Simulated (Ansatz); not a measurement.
**PbS: stiffness from a series of strains**

```xyz
2
Lattice="0.0000 2.9650 2.9650 2.9650 0.0000 2.9650 2.9650 2.9650 0.0000" Properties=species:S:1:pos:R:3 pbc="T T T"
Pb    0.0000    0.0000    0.0000
S     2.9650    2.9650    2.9650
```

Atom numbers follow the list: Pb1, S2.

The geometry is COD entry 9000001, unchecked; take it as a test cell.

No spin–orbit coupling, which matters for the heavy atoms here.

The calculation used Ansatz 0.2.0, DFT, LDA, all-electron LAPW, scalar-relativistic.

Numerical set-up: a Γ-centred 8×8×8 k mesh, Fermi–Dirac smearing of 0.01 eV, basis error target 0.5 meV/atom, no spin polarisation.

The strain is applied along the Cartesian axes of the cell as listed (the other components stay zero). Fractional coordinates are held (clamped ions).

σ is the change of stress from the unstrained cell, which is at -2.53 GPa; tension is positive, so slopes are stress–strain coefficients at that pressure.

Only quantities that a quadratic follows smoothly over the whole series are listed; rougher ones are left out.

| εxx = εyy | σzz (GPa) | σxx (GPa) |
| --- | --- | --- |
| -0.0300 | -0.76 | -5.25 |
| -0.0100 | -0.28 | -1.58 |
| 0.0000 | 0.00 | 0.00 |
| 0.0100 | 0.28 | 1.37 |
| 0.0200 | 0.55 | 2.56 |
| 0.0300 | 0.82 | 3.58 |

(1) Fit the series and read off the stiffness at zero strain.

(2) One run, at εxx = εyy = -0.0200, is withheld. Predict its row.

Answers

(1) Least-squares fits y = p0 + p1 x + p2 x² to the rows give σzz (GPa): p1 = 26.6, p2 = 36; σxx (GPa): p1 = 147, p2 = -920. So 2 C12 = 27 GPa and C11 + C12 = 147 GPa.

(2) The fits give -0.52, -3.32; the run gave -0.57, -3.39.
